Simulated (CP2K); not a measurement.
# W under changes of volume

One of the cells (15.848 Å³/atom); the others are scaled copies at fixed shape and fractional positions:

```
W
1.0
     2.74070    0.00000    0.00000
    -0.91357    2.58396    0.00000
    -0.91357   -1.29198    2.23777
W
1
Direct
  0.00000 0.00000 0.00000
```

| Item | Value |
| --- | --- |
| Program | CP2K 2026.2 |
| Functional | PBE |
| Potentials or basis | POTENTIAL_UZH W GTH-PBE-q14; TZVP-MOLOPT-PBE-GTH basis |
| Density cutoff | 6123 eV |
| k mesh | 12 × 12 × 12 |
| Occupations | fermi-dirac, width 0.05 eV |
| Spin | no spin polarisation |

```tsv
volume (Å³/atom)	energy over the lowest point (meV/atom)	pressure (GPa)
14.897	85.02	25.6
15.214	42.48	17.5
15.531	15.02	10.2
15.848	1.26	3.6
16.165	0.00	-2.5
16.482	10.17	-7.9
16.798	?	?
```

Q: What does the run at 16.798 Å³/atom give?

A: Energy over the lowest point 30.74 meV/atom; pressure -12.9 GPa.

Worked out: A Birch-Murnaghan fit of order 3 (a polynomial in V^(-2/3)) to the other rows has its minimum at 16.04 Å³/atom with B0 = V·E''(V) = 302 GPa and B' = 3.6. It gives 30.66 meV/atom at 16.798 Å³/atom, against the run's 30.74, and -dE/dV = -12.9 GPa, against -12.9.

Energies are extrapolated to zero smearing.

Caveats: the basis of atomic orbitals isn't converged, which shifts pressures, moduli and gaps.
